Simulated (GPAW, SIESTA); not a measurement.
This is a calculation of Ge (Germanium) for SIESTA 5.4.2. Atoms were shifted at random by some hundredths of an Å from the given cell, which wasn't relaxed again for these runs. 

The input Ge.fdf:

```
SystemName                      Germanium
SystemLabel                     Ge
NumberOfSpecies                 1
NumberOfAtoms                   2
%block ChemicalSpeciesLabel
  1  32 Ge
%endblock ChemicalSpeciesLabel

LatticeConstant                 1.0 Ang
%block LatticeVectors
     0.0000000000     2.8289100000     2.8289100000
     2.8289100000     0.0000000000     2.8289100000
     2.8289100000     2.8289100000     0.0000000000
%endblock LatticeVectors
AtomicCoordinatesFormat         Fractional
%block AtomicCoordinatesAndAtomicSpecies
     0.7609660000     0.7332560000     0.7533390000  1  Ge
     0.4934450000     0.4893950000     0.5101500000  1  Ge
%endblock AtomicCoordinatesAndAtomicSpecies

%block kgrid.MonkhorstPack
    8   0   0  0.0
    0   8   0  0.0
    0   0   8  0.0
%endblock kgrid.MonkhorstPack
XC.Functional                   GGA
XC.Authors                      PBE
PAO.BasisSize                   DZP
PAO.EnergyShift                 0.003 Ry
Mesh.Cutoff                     800 Ry
OccupationFunction              FD
ElectronicTemperature           0.05 eV
MaxSCFIterations                120
SCF.MustConverge                false
SCF.Mixer.Method                Pulay
SCF.Mixer.Weight                0.25
SCF.Mixer.History               8
SCF.DM.Tolerance                5.0e-05
SCF.H.Tolerance                 1.0e-03 eV
WriteForces                     true
Charge.Mulliken                 end
%block PAO.Basis
  Ge 4
  n=4 0 2
    5.972 0.000
  n=4 1 2
    8.196 0.000
  n=3 2 2
    3.189 0.000
  n=4 2 1
    8.196
%endblock PAO.Basis
```

Potentials or basis: PseudoDojo 0.4 standard (PBE files), converted to PSML, two zetas on semicore shells, DZP (energy shift 0.003 Ry; two zetas on semicore shells).

The run is started by

```console
$ siesta < Ge.fdf > Ge.out 2>&1
```

**Question.** Translate it to GPAW 26.7.0 (ASE script). Potentials or basis there: GPAW PAW data sets (gpaw-data 1.2.1), cutoff 600 eV.

**Answer.** As run (cutoffs and basis follow the program's own potentials, and thresholds, step limits or extra output files can differ):

The input run.py:

```python
from ase.dft.bandgap import bandgap
from ase.io import read, write
from ase.units import GPa
from gpaw import GPAW, PW

atoms = read('POSCAR')

calc = GPAW(mode=PW(600),
            xc='PBE',
            kpts={'size': (8, 8, 8), 'gamma': True},
            occupations={'name': 'fermi-dirac', 'width': 0.05},
            nbands=11,
            convergence={'density': 1e-05, 'energy': 1e-05},
            maxiter=150,
            txt='gpaw.txt')
atoms.calc = calc
energy = atoms.get_potential_energy()
forces = atoms.get_forces()
stress = atoms.get_stress()
calc.write('gs.gpw')
write('result.traj', atoms)
print(f'Energy: {energy:.6f} eV')
print('Forces (eV/A):')
print(forces.round(4))
print('Stress (GPa):', (stress / GPa).round(3))
print('Fermi level:', round(calc.get_fermi_level(), 4), 'eV')
print(f'Gap: {bandgap(calc)[0]:.4f} eV, direct: {bandgap(calc, direct=True)[0]:.4f} eV')
```

File POSCAR:

```
Ge
1.0
    0.0000000000      2.8289100000      2.8289100000
    2.8289100000      0.0000000000      2.8289100000
    2.8289100000      2.8289100000      0.0000000000
Ge
2
Direct
    0.7609660000      0.7332560000      0.7533390000
    0.4934450000      0.4893950000      0.5101500000
```

Potentials or basis: GPAW PAW data sets (gpaw-data 1.2.1), pw.

Command:

```console
$ OMP_NUM_THREADS=1 python run.py
```

Both were run:

|  | SIESTA | GPAW |
| --- | --- | --- |
| Pressure | 5.3 GPa | 4.1 GPa |
| Largest force | 0.754 eV/Å | 0.735 eV/Å |
| Energy over the undisturbed cell | 10.1 meV/atom | 10.3 meV/atom |

The potentials hold 28 and 8 valence electrons a cell.

Pressure is positive in compression.
